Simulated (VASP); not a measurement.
Input of a VASP 6.6.1 run:

The input INCAR:

```
SYSTEM = CdTe
PREC = Accurate
ENCUT = 520
EDIFF = 1E-6
ISMEAR = -1
SIGMA = 0.02
LREAL = .FALSE.
LASPH = .TRUE.
NELM = 80
ALGO = Normal
ISIF = 2
LWAVE = .FALSE.
LCHARG = .FALSE.
GGA = PE
NBANDS = 16
```

KPOINTS

```
regular mesh
0
G
  3 3 3
  0 0 0
```

Contents of POSCAR:

```
CdTe
1.0
    0.0000000000      3.2050000000      3.2050000000
    3.2050000000      0.0000000000      3.2050000000
    3.2050000000      3.2050000000      0.0000000000
Te Cd
1 1
Direct
    0.7500000000      0.7500000000      0.7500000000
    0.0000000000      0.0000000000      0.0000000000
```

Potentials or basis: VASP PAW PBE potentials, release 64 (Te, Cd).

Run with:

```sh
$ cat potpaw_PBE.64/Te/POTCAR potpaw_PBE.64/Cd/POTCAR > POTCAR
$ mpirun -np 1 vasp_std > vasp.out
```

(1) What does it give for the pressure?

(2) Predict the band gap on the k mesh.

Results:

(1) 5.3 GPa.

(2) 0.84 eV, direct.

Caveat: the k mesh is coarse (spacing up to 0.57 Å⁻¹), so the values aren't converged; spin-orbit coupling is left out, which moves the levels of the heavy elements.
